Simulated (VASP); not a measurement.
# ZnS (Wurtzite-2H) (P6_3mc) in VASP: settings compared

ZnS (Wurtzite-2H) is run at these levels: BLYP+D3(BJ), LDA, PBEsol; tasks: single point.

Program: VASP 6.6.1. These are calculated values, not measurements. Logs are shortened: lines on timing, memory, paths and dates and some standing lists are left out, and cuts for length are marked.

**Experimental background.**

A printed reference work, monograph reports, for a bulk crystal of ZnS at 4 K: band gap 3.911 eV (direct).

How close the calculation comes is told below.

## Step 1: The cell of the first run

It takes space group P6_3mc (No. 186, hexagonal). Conventional cell: a = 3.861 Å, b = 3.861 Å, c = 6.316 Å, α = 90.00°, β = 90.00°, γ = 120.00°. Within 3.1 Å of Zn (site symmetry 3m) lie 4 S at 2.34 to 2.43 Å. Within 3.1 Å of S (site symmetry 3m) lie 4 Zn at 2.34 to 2.43 Å.

## Step 2: Single point, BLYP+D3(BJ)

Input file INCAR:

```
SYSTEM = ZnS
PREC = Accurate ; ENCUT = 520
EDIFF = 1E-7 ; ISMEAR = -1
SIGMA = 0.05 ; LREAL = .FALSE.
LASPH = .TRUE. ; NELM = 60
ALGO = Normal ; ISIF = 2
LWAVE = .FALSE. ; LCHARG = .FALSE.
GGA = B5 ; ALDAX = 1.0
AGGAX = 1.0 ; AGGAC = 1.0
ALDAC = 0.0 ; IVDW = 12
VDW_S6 = 1.0 ; VDW_S8 = 2.6996
VDW_A1 = 0.4298 ; VDW_A2 = 4.2359
NBANDS = 26
```

Input file KPOINTS:

```
Automatic mesh
0
G
  8 8 5
  0 0 0
```

Input file POSCAR:

```
ZnS
1.0
    3.8611504880      0.0000000000      0.0000000000
   -1.9305752440      3.3438544104      0.0000000000
    0.0000000000      0.0000000000      6.3160357234
Zn S
2 2
Direct
    0.6666666667      0.3333333333      0.5000000000
    0.3333333333      0.6666666667      0.0000000000
    0.6666666667      0.3333333333      0.8850000000
    0.3333333333      0.6666666667      0.3850000000
```

Potentials or basis: VASP PAW PBE potentials, release 64 (Zn, S).

Launch:

```console
cat potpaw_PBE.64/Zn/POTCAR potpaw_PBE.64/S/POTCAR > POTCAR
mpirun -np 1 vasp_std > vasp.out
```

OUTCAR:

```text
SYSTEM = ZnS
   PREC = Accurate
   ENCUT = 520
   EDIFF = 1E-7
   ISMEAR = -1
   LREAL = .FALSE.
   LASPH = .TRUE.
   NELM = 60
   ISIF = 2
   GGA = B5
   IVDW = 12
 IVDW          = 12

 ion  position               nearest neighbor table
   1  0.667  0.333  0.500-   4 2.34   4 2.34   4 2.34   3 2.43
   2  0.333  0.667  0.000-   3 2.34   3 2.34   3 2.34   4 2.43
   3  0.667  0.333  0.885-   2 2.34   2 2.34   2 2.34   1 2.43
   4  0.333  0.667  0.385-   1 2.34   1 2.34   1 2.34   2 2.43

  LATTYP: Found a hexagonal cell.
 ALAT       =     3.8611504880
 C/A-ratio  =     1.6357911309

  Lattice vectors:

 A1 = (   3.8611504880,   0.0000000000,   0.0000000000)
 A2 = (  -1.9305752440,   3.3438544104,   0.0000000000)
 A3 = (   0.0000000000,   0.0000000000,   6.3160357234)

Analysis of symmetry for initial positions (statically):
=====================================================================
 Subroutine PRICEL returns:
 Original cell was already a primitive cell.

 Routine SETGRP: Setting up the symmetry group for a
 hexagonal supercell.

 Subroutine GETGRP returns: Found 12 space group operations
 (whereof  6 operations were pure point group operations)
 out of a pool of 24 trial point group operations.

The static configuration has the point symmetry C_3v.
 The point group associated with its full space group is C_6v.

Analysis of symmetry for dynamics (positions and initial velocities):
=====================================================================
 Subroutine PRICEL returns:
 Original cell was already a primitive cell.

 Routine SETGRP: Setting up the symmetry group for a
 hexagonal supercell.

 Subroutine GETGRP returns: Found 12 space group operations
 (whereof  6 operations were pure point group operations)
 out of a pool of 24 trial point group operations.

The dynamic configuration has the point symmetry C_3v.
 The point group associated with its full space group is C_6v.

 Subroutine INISYM returns: Found 12 space group operations
 (whereof  6 operations are pure point group operations),
 and found     1 'primitive' translations

----------------------------------------------------------------------------------------

                                     Primitive cell

  volume of cell :      81.5471

  direct lattice vectors                    reciprocal lattice vectors
     3.861150488  0.000000000  0.000000000     0.258990164  0.149528041  0.000000000
    -1.930575244  3.343854410  0.000000000     0.000000000  0.299056082  0.000000000
     0.000000000  0.000000000  6.316035723     0.000000000  0.000000000  0.158327160

  length of vectors
     3.861150488  3.861150488  6.316035723     0.299056082  0.299056082  0.158327160

  position of ions in fractional coordinates (direct lattice)
     0.666666667  0.333333333  0.500000000
     0.333333333  0.666666667  0.000000000
     0.666666667  0.333333333  0.885000000
     0.333333333  0.666666667  0.385000000

  ion indices of the primitive-cell ions
   primitive index   ion index
                 1           1
                 2           2
                 3           3
                 4           4

----------------------------------------------------------------------------------------

 KPOINTS: Automatic mesh

Automatic generation of k-mesh.
 Grid dimensions read from file:
 generate k-points for:    8    8    5

 Generating k-lattice:

  Cartesian coordinates                     Fractional coordinates (reciprocal lattice)
     0.032373771  0.018691005  0.000000000     0.125000000 -0.000000000  0.000000000
     0.000000000  0.037382010  0.000000000     0.000000000  0.125000000  0.000000000
     0.000000000  0.000000000  0.031665432     0.000000000  0.000000000  0.200000000

  Length of vectors
     0.037382010  0.037382010  0.031665432

  Shift w.r.t. Gamma in fractional coordinates (k-lattice)
     0.000000000  0.000000000  0.000000000

 Subroutine IBZKPT returns following result:
 ===========================================

 Found     30 irreducible k-points:

 Following reciprocal coordinates:
            Coordinates               Weight
  0.000000  0.000000  0.000000      1.000000
  0.125000 -0.000000  0.000000      6.000000
  0.250000 -0.000000  0.000000      6.000000
  0.375000 -0.000000  0.000000      6.000000
  0.500000 -0.000000  0.000000      3.000000
  0.125000  0.125000  0.000000      6.000000
[... 16 lines left out ...]
  0.250000 -0.000000  0.400000     12.000000
  0.375000 -0.000000  0.400000     12.000000
 [... further k-points ...]
   k-points           NKPTS =     30   k-points in BZ     NKDIM =     30   number of bands    NBANDS=     26
   number of dos      NEDOS =    301   number of ions     NIONS =      4
   total plane-waves  NPLWV =  43200
   dimension x,y,z NGX =    30 NGY =   30 NGZ =   48
   dimension x,y,z NGXF=    60 NGYF=   60 NGZF=   96
   ions per type =               2   2
   NGX,Y,Z   is equivalent  to a cutoff of  12.92, 12.92, 12.63 a.u.
   NGXF,Y,Z  is equivalent  to a cutoff of  25.83, 25.83, 25.27 a.u.
 SYSTEM =  ZnS
   PREC   = accura    normal or accurate (medium, high low for compatibility)
   ISTART =      0    job   : 0-new  1-cont  2-samecut
   ICHARG =      2    charge: 1-file 2-atom 10-const
   ISPIN  =      1    spin polarized calculation?
   LNONCOLLINEAR =      F non collinear calculations
   LSORBIT =      F    spin-orbit coupling
   LASPH  =      T    aspherical Exc in radial PAW
   ENCUT  =  520.0 eV  38.22 Ry    6.18 a.u.   7.18  7.18 11.74*2*pi/ulx,y,z
   NELM   =     60;   NELMIN=  2; NELMDL= -5     # of ELM steps
   EDIFF  = 0.1E-06   stopping-criterion for ELM
   LREAL  =      F    real-space projection
   EDIFFG = 0.1E-05   stopping-criterion for IOM
   NSW    =      0    number of steps for IOM
   IBRION =     -1    ionic relax: 0-MD 1-quasi-New 2-CG
   NFREE  =      0    steps in history (QN), initial steepest desc. (CG)
   ISIF   =      2    stress and relaxation
   ISYM   =      2    0-nonsym 1-usesym 2-fastsym
   POTIM  = 0.5000    time-step for ionic-motion
   TEBEG  =    0.0;   TEEND  =   0.0 temperature during run
   PSTRESS=    0.0 pullay stress
   NELECT =      36.0000    total number of electrons
   NUPDOWN=      -1.0000    fix difference up-down
   EMIN   =  10.00;   EMAX   =-10.00  energy-range for DOS
   EFERMI =   0.00;   METHOD = LEGACY
   ISMEAR =    -1;   SIGMA  =   0.05  broadening in eV -4-tet -1-fermi 0-gaus
   EFERMI_NEDOS =   21; number of points for ismear=-14 and -15
   IALGO  =     38    algorithm
   IMIX   =      4    mixing-type and parameters
     AMIX     =   0.40;   BMIX     =  1.00
     AMIX_MAG =   1.60;   BMIX_MAG =  1.00
  volume/ion in A,a.u.               =      20.39       137.58
  Fermi-wavevector in a.u.,A,eV,Ry     =   1.246540  2.355618 21.141565  1.553861
  Thomas-Fermi vector in A             =   2.380712
   LORBIT       =      0    0 simple, 1 ext, 2 COOP (PROOUT), +10 PAW based schemes
   GGA     = B5    functional components
   LHFCALC =     F    Hartree Fock is set to
   AEXX    =    0.0000 exact exchange contribution
   IVDW    =    12    specifies the selected vdW correction
   LEPSILON=     F    determine dielectric tensor
   LRPA    =     F    only Hartree local field effects (RPA)
 non-spin polarized calculation
  energy-cutoff  :      520.00
  volume of cell :       81.55
 maximum number of plane-waves:      2208
 NGX is ok and might be reduce to    30
   NGX = 15   NGY = 15   NGZ = 23

 number of electron      36.0000027 magnetization

 Free energy of the ion-electron system (eV)
  ---------------------------------------------------
  ext. energy  EPLUGINS =         0.00000000
  ---------------------------------------------------
  free energy    TOTEN  =       -11.59227325 eV

  energy without entropy =      -11.59227325  energy(sigma->0) =      -11.59227325

 E-fermi :   3.2187     XC(G=0):  -8.9636

 val. band max:        2.1803947677   @ k =   0.0000   0.0000   0.0000
 cond. band min:       4.2422036016   @ k =   0.0000   0.0000   0.0000
 fundamental gap:      2.0618088339
 Fermi energy:         3.2187299082

 k-point     1 :       0.0000    0.0000    0.0000
  band No.  band energies     occupation
      1     -10.7201      2.00000
      2      -9.8832      2.00000
      3      -4.1460      2.00000
      4      -4.1460      2.00000
      5      -4.0860      2.00000
      6      -4.0860      2.00000
[... 18 lines left out ...]
     25       9.8273      0.00000
     26      11.3526      0.00000

 k-point     2 :       0.1250   -0.0000    0.0000
  band No.  band energies     occupation
      1     -10.6221      2.00000
      2      -9.8274      2.00000
      3      -4.1486      2.00000
      4      -4.1234      2.00000
      5      -4.0777      2.00000
      6      -4.0583      2.00000
[... 18 lines left out ...]
     25      10.2845      0.00000
     26      10.8286      0.00000

 k-point     3 :       0.2500   -0.0000    0.0000
  band No.  band energies     occupation
      1     -10.3606      2.00000
      2      -9.6972      2.00000
      3      -4.1350      2.00000
      4      -4.0735      2.00000
      5      -4.0500      2.00000
      6      -3.9843      2.00000
[... 18 lines left out ...]
     25      10.5817      0.00000
     26      11.1265      0.00000

 k-point     4 :       0.3750   -0.0000    0.0000
  band No.  band energies     occupation
      1     -10.0407      2.00000
      2      -9.5918      2.00000
      3      -4.1009      2.00000
      4      -4.0335      2.00000
      5      -3.9736      2.00000
      6      -3.9079      2.00000
[... 18 lines left out ...]
     25      10.9676      0.00000
     26      12.2747      0.00000
[... 496 lines left out ...]
      1     -10.3716      2.00000
      2     -10.1276      2.00000
      3      -4.1349      2.00000
      4      -4.1091      2.00000
      5      -4.1053      2.00000
      6      -4.0848      2.00000
[... 18 lines left out ...]
     25       9.6066      0.00000
     26       9.8672      0.00000

 k-point    23 :       0.2500   -0.0000    0.4000
  band No.  band energies     occupation
      1     -10.1448      2.00000
      2      -9.9402      2.00000
      3      -4.1235      2.00000
      4      -4.0903      2.00000
      5      -4.0457      2.00000
      6      -4.0181      2.00000
[... 18 lines left out ...]
     25      10.0894      0.00000
     26      10.6196      0.00000

 k-point    24 :       0.3750   -0.0000    0.4000
  band No.  band energies     occupation
      1      -9.8854      2.00000
      2      -9.7461      2.00000
      3      -4.0989      2.00000
      4      -4.0591      2.00000
      5      -3.9910      2.00000
      6      -3.9518      2.00000
[... 18 lines left out ...]
     25      11.1067      0.00000
     26      11.5358      0.00000

 [... further k-points ...]

------------------------ aborting loop because EDIFF is reached ----------------------------------------

 Edisp (eV)   -2.56539

 E8    (eV) :    -1.7922

  FORCE on cell =-STRESS in cart. coord.  units (eV):
  Direction    XX          YY          ZZ          XY          YZ          ZX
  --------------------------------------------------------------------------------------
  -------------------------------------------------------------------------------------
  Total      -1.07755    -1.07755    -1.79493     0.00000    -0.00000     0.00000
  in kB     -21.17085   -21.17085   -35.26551     0.00000    -0.00000     0.00000
  external pressure =      -25.87 kB  Pullay stress =        0.00 kB

 VOLUME and BASIS-vectors are now :
 -----------------------------------------------------------------------------
  energy-cutoff  :      520.00
  volume of cell :       81.55
      direct lattice vectors                 reciprocal lattice vectors
     3.861150488  0.000000000  0.000000000     0.258990164  0.149528041  0.000000000
    -1.930575244  3.343854410  0.000000000     0.000000000  0.299056082  0.000000000
     0.000000000  0.000000000  6.316035723     0.000000000  0.000000000  0.158327160

 POSITION                                       TOTAL-FORCE (eV/Angst)
 -----------------------------------------------------------------------------------
      1.93058      1.11462      3.15802         0.000000     -0.000000      0.303910
     -0.00000      2.22924      0.00000        -0.000000      0.000000      0.303910
      1.93058      1.11462      5.58969        -0.000000     -0.000000     -0.303910
     -0.00000      2.22924      2.43167         0.000000      0.000000     -0.303910
 -----------------------------------------------------------------------------------
    total drift:                               -0.000000     -0.000000      0.000204

  FREE ENERGIE OF THE ION-ELECTRON SYSTEM (eV)
  ---------------------------------------------------
  free  energy   TOTEN  =       -14.1576643458 eV

  energy  without entropy=      -14.1576643458  energy(sigma->0) =      -14.15766435
```

Wall time 33 s (1 thread of Intel Xeon 6975P-C (Granite Rapids), shared host); peak memory 0.22 GiB.

Results:

```
Free energy                : -14.1577 eV
Pressure                   : -2.6 GPa
Largest force              : 0.304 eV/Å
Band gap on the k mesh     : 2.06 eV, direct
Dispersion energy per atom : -0.641 eV
```

Forces in eV/Å, atoms in the order of the input:
```
Zn   0.000  0.000  0.304
Zn   0.000  0.000  0.304
S    0.000  0.000 -0.304
S    0.000  0.000 -0.304
```

Levels at points of the mesh, in eV from the valence-band top:
| k point | band 15 | band 16 | band 17 | band 18 | band 19 | band 20 | band 21 | band 22 |
| --- | --- | --- | --- | --- | --- | --- | --- | --- |
| (0.00, 0.00, 0.00) | -0.80 | -0.02 | -0.02 | 0.00 | 2.06 | 2.92 | 6.36 | 6.36 |
| (0.50, 0.00, 0.00) | -2.93 | -2.09 | -1.42 | -0.92 | 3.70 | 4.15 | 5.32 | 7.23 |

Caveat: the PAW data sets were made with another functional, which shifts forces and pressure a little.

## Step 3: Single point, LDA (volume scaled by 0.94)

Input file INCAR:

```
PREC = Accurate
ENCUT = 520
EDIFF = 1E-6
ISMEAR = -1
SIGMA = 0.05
LREAL = False
LASPH = True
NELM = 60
ALGO = Normal
ISIF = 2
LWAVE = False
LCHARG = False
NBANDS = 26
```

Input file KPOINTS:

```
Automatic mesh
0
Gamma
  8 8 5
```

Input file POSCAR:

```
ZnS
1.0
    3.7332026603      0.0000000000      0.0000000000
   -1.8666013302      3.2330483413      0.0000000000
    0.0000000000      0.0000000000      6.1067398017
Zn S
2 2
Direct
    0.6666666667      0.3333333333      0.5000000000
    0.3333333333      0.6666666667      0.0000000000
    0.6666666667      0.3333333333      0.8850000000
    0.3333333333      0.6666666667      0.3850000000
```

Potentials or basis: VASP PAW LDA potentials, release 64 (Zn, S).

Launch:

```console
cat potpaw_LDA.64/Zn/POTCAR potpaw_LDA.64/S/POTCAR > POTCAR
mpirun -np 1 vasp_std > vasp.out
```

Wall time 33 s (1 thread of Intel Xeon Platinum 8259CL at 2.50GHz (Skylake/Cascade Lake), shared host); peak memory 0.18 GiB.

It converged, with:

- Free energy: -16.3744 eV
- Pressure: 1.2 GPa
- Largest force: 0.377 eV/Å
- Band gap on the k mesh: 2.32 eV, direct

Forces in eV/Å, atoms in the order of the input:
```
Zn   0.000  0.000  0.377
Zn   0.000  0.000  0.377
S    0.000  0.000 -0.377
S    0.000  0.000 -0.377
```

Stress tensor (GPa, compression positive):
```
 2.05  0.00  0.00
 0.00  2.05  0.00
 0.00  0.00 -0.46
```

Levels at points of the mesh, in eV from the valence-band top:
```
           k point  band 14  band 15  band 16  band 17  band 18  band 19  band 20  band 21  band 22  band 23
(0.00, 0.00, 0.00)    -0.95    -0.95     0.00     0.00     0.00     2.32     2.93     6.11     6.11     6.44
(0.50, 0.00, 0.00)    -4.54    -3.51    -2.50    -1.78    -1.08     3.37     4.27     4.97     6.98     7.53
```

## Step 4: Single point, PBEsol (volume scaled by 0.94)

Input file INCAR:

```
SYSTEM = ZnS
ALGO     = Normal         ! electronic algorithm
EDIFF    = 1E-7           ! SCF threshold, eV
ENCUT    = 520            ! plane-wave cutoff, eV
GGA      = PS             ! functional
ISIF     = 2              ! what is computed and relaxed
ISMEAR   = -1             ! smearing method
LASPH    = .True.         ! aspherical terms in the spheres
LCHARG   = .False.        ! write CHGCAR
LREAL    = .False.        ! projectors in reciprocal space
LWAVE    = .False.        ! write WAVECAR
NBANDS   = 26             ! bands
NELM     = 100            ! most SCF steps
PREC     = Accurate       ! precision mode
SIGMA    = 0.05           ! smearing width, eV
```

Input file KPOINTS:

```
k-points
0
Gamma
  8 8 5
  0 0 0
```

POSCAR is that of step 3.

Potentials or basis: VASP PAW PBE potentials, release 64 (Zn, S).

Launch:

```console
cat potpaw_PBE.64/Zn/POTCAR potpaw_PBE.64/S/POTCAR > POTCAR
mpirun -np 1 vasp_std > vasp.out
```

Run time: 43 s. Hardware: 1 thread of Intel Xeon Platinum 8259CL at 2.50GHz (Skylake/Cascade Lake), shared host; peak memory 0.21 GiB.

Results (log left out):

- Free energy: -15.1006 eV
- Pressure: 4.1 GPa
- Largest force: 0.388 eV/Å
- Band gap on the k mesh: 2.41 eV, direct

Forces in eV/Å, atoms in the order of the input:
```
Zn   0.000  0.000  0.388
Zn   0.000  0.000  0.388
S    0.000  0.000 -0.388
S    0.000  0.000 -0.388
```

Stress tensor (GPa, compression positive):
```
5.06 0.00 0.00
0.00 5.06 0.00
0.00 0.00 2.21
```

Levels at points of the mesh, in eV from the valence-band top:
```tsv
k point	band 14	band 15	band 16	band 17	band 18	band 19	band 20	band 21	band 22	band 23
(0.00, 0.00, 0.00)	-0.95	-0.95	-0.01	0.00	0.00	2.41	3.00	6.16	6.16	6.49
(0.50, 0.00, 0.00)	-4.51	-3.50	-2.50	-1.78	-1.09	3.43	4.33	5.00	7.01	7.59
```

Caveat: the PAW data sets were made with another functional, which shifts forces and pressure a little.

(Continued in part 2 of 2.)
